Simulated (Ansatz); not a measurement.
The system is TePt.

```
CELL_PARAMETERS angstrom
1.98157 1.14406 6.66103
-1.98157 1.14406 6.66103
0.00000 -2.28812 6.66103
ATOMIC_POSITIONS crystal
Pt 0.12967 0.12967 0.12967
Pt 0.87033 0.87033 0.87033
Te 0.40200 0.40200 0.40200
Te 0.59800 0.59800 0.59800
```

* Program: Ansatz 0.2.0
* Task: relaxation of cell and atoms
* Functional: PBE
* Dispersion: D4
* Potentials or basis: Ansatz PAW
* Cutoff: 420 eV (not typed: the program's choice for these potentials)
* k mesh: 8 × 8 × 8
* Occupations: fermi-dirac, width 0.05 eV
* Spin: no spin polarisation

At the start: volume 22.65 Å³/atom.

**Question.** How do energy, volume and symmetry change on relaxing?

**Answer.** It ends after 7 steps and the volume is 22.34 Å³/atom (-1.4 %); space group R-3m (No. 166, to 0.05 Å).

The path:
```csv
step,energy change (eV),largest force (eV/Å),volume (Å³)
1,0.0000,0.3884,90.60
2,-0.0194,0.0847,89.89
3,-0.0209,0.0786,89.45
4,-0.0216,0.0157,89.61
5,-0.0219,0.0287,89.38
6,-0.0220,0.0019,89.35
7,-0.0216,0.0018,89.35
```

Final structure:
```cif
data_structure
_symmetry_space_group_name_H-M 'P 1'
_symmetry_Int_Tables_number 1
_cell_length_a 6.9304
_cell_length_b 6.9304
_cell_length_c 6.9304
_cell_angle_alpha 33.303
_cell_angle_beta 33.303
_cell_angle_gamma 33.303
_cell_volume 89.35
loop_
_atom_site_label
_atom_site_type_symbol
_atom_site_fract_x
_atom_site_fract_y
_atom_site_fract_z
_atom_site_occupancy
Pt1 Pt 0.12916 0.12916 0.12916 1
Pt2 Pt 0.87084 0.87084 0.87084 1
Te1 Te 0.39919 0.39919 0.39919 1
Te2 Te 0.60081 0.60081 0.60081 1
```

Caveat: the plane-wave basis is chosen anew once the cell has moved, so the energies of steps on either side of that aren't comparable.
